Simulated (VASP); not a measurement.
The system is CoO.

```
Co O
1.0
     2.79981    0.00000    0.00000
     0.00000    2.79981    0.00000
     0.00000    0.00000    3.91239
Co O
2 2
Direct
  0.00000 0.00000 0.00000
  0.50000 0.50000 0.50000
  0.00000 0.00000 0.50000
  0.50000 0.50000 0.00000
```

The cell isn't the ideal one: volume scaled by 0.8.

| Item | Value |
| --- | --- |
| Program | VASP 6.6.1 |
| Task | relaxation of cell and atoms |
| Functional | revPBE |
| Potentials or basis | VASP PAW PBE potentials, release 64 (Co, O) |
| Cutoff | 600 eV |
| k mesh | 9 × 9 × 7 |
| Occupations | fermi-dirac, width 0.02 eV |
| Spin | collinear spin, random start |
| Starting moments | [-0.12, -1.58, 0.0, 0.0] μB |
| Hubbard terms | Co d U = 3.5 eV, J = 1.0 eV |

At the start: pressure 61.1 GPa; volume 7.67 Å³/atom.

Problem. Where does the relaxation end?

Solution. Over 11 steps the energy falls by 353.8 meV/atom and the volume is 10.03 Å³/atom (+30.9 %); space group I4/mmm (No. 139, to 0.05 Å); moment 6.00 μB per cell.

Step by step:
```csv
step,energy change (eV),largest force (eV/Å),pressure (GPa),volume (Å³)
1,0.0000,0.0000,61.13,30.67
2,-0.8915,0.0000,-18.28,45.56
3,-1.2977,0.0000,2.14,39.02
4,-1.2993,0.0000,0.32,39.42
5,-1.2991,0.0000,1.19,39.23
6,-1.3558,0.0000,-0.74,39.64
7,-1.4124,0.0000,-1.89,40.46
8,-1.4130,0.0000,-1.81,40.52
9,-1.4107,0.0000,2.40,39.68
10,-1.4153,0.0000,-0.09,40.17
11,-1.4154,0.0000,-0.06,40.14
```

Final structure:
```
Co O
1.0
     3.16114    0.00000    0.00000
     0.00000    3.16114    0.00000
     0.00000    0.00000    4.01680
Co O
2 2
Direct
  0.00000 0.00000 0.00000
  0.50000 0.50000 0.50000
  0.00000 0.00000 0.50000
  0.50000 0.50000 0.00000
```

Caveat: the PAW data sets were made with another functional, which shifts forces and pressure a little.
